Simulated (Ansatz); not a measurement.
Crystal: SnSe.

```xyz
8
Lattice="11.4200 0.0000 0.0000 0.0000 4.1900 0.0000 0.0000 0.0000 4.4600" Properties=species:S:1:pos:R:3 pbc="T T T"
Sn   10.0153    3.1425    4.0541
Sn    7.1147    1.0475    1.8241
Sn    4.3053    3.1425    2.6359
Sn    1.4047    1.0475    0.4059
Se    7.3431    3.1425    4.3886
Se    9.7869    1.0475    2.1586
Se    1.6331    3.1425    2.3014
Se    4.0769    1.0475    0.0714
```

```yaml
Program: Ansatz 0.2.0
Task: relaxation of cell and atoms
Functional: LDA
Potentials_or_basis: Ansatz PAW
Cutoff: "420 eV (not typed: the program's choice for these potentials)"
k_mesh: 3 × 6 × 6
Occupations: fermi-dirac, width 0.05 eV
Spin: no spin polarisation
```

At the start: volume 26.68 Å³/atom.

Problem. Where does the relaxation end?

Solution. It ends after 6 steps and the volume is 25.17 Å³/atom (-5.6 %); space group Pnma (No. 62, to 0.05 Å).

Step by step:
```csv
step,energy change (eV),largest force (eV/Å),volume (Å³)
1,0.0000,0.1833,213.41
2,-0.1099,0.0820,203.21
3,-0.1111,0.0680,201.62
4,-0.1194,0.0134,201.39
5,-0.1196,0.0095,201.39
6,-0.1173,0.0094,201.39
```

Final structure:
```cif
data_structure
_symmetry_space_group_name_H-M 'P 1'
_symmetry_Int_Tables_number 1
_cell_length_a 11.3204
_cell_length_b 4.1162
_cell_length_c 4.3219
_cell_angle_alpha 90.000
_cell_angle_beta 90.000
_cell_angle_gamma 90.000
_cell_volume 201.39
loop_
_atom_site_label
_atom_site_type_symbol
_atom_site_fract_x
_atom_site_fract_y
_atom_site_fract_z
_atom_site_occupancy
Sn1 Sn 0.88256 0.75000 0.90532 1
Sn2 Sn 0.61744 0.25000 0.40532 1
Sn3 Sn 0.38256 0.75000 0.59468 1
Sn4 Sn 0.11744 0.25000 0.09468 1
Se1 Se 0.64221 0.75000 0.97729 1
Se2 Se 0.85779 0.25000 0.47729 1
Se3 Se 0.14221 0.75000 0.52271 1
Se4 Se 0.35779 0.25000 0.02271 1
```

Caveat: the plane-wave basis is chosen anew once the cell has moved, so the energies of steps on either side of that aren't comparable; the PAW data sets come from PBE, with cores solved anew for the run's functional, which leaves a small shift of forces and pressure.
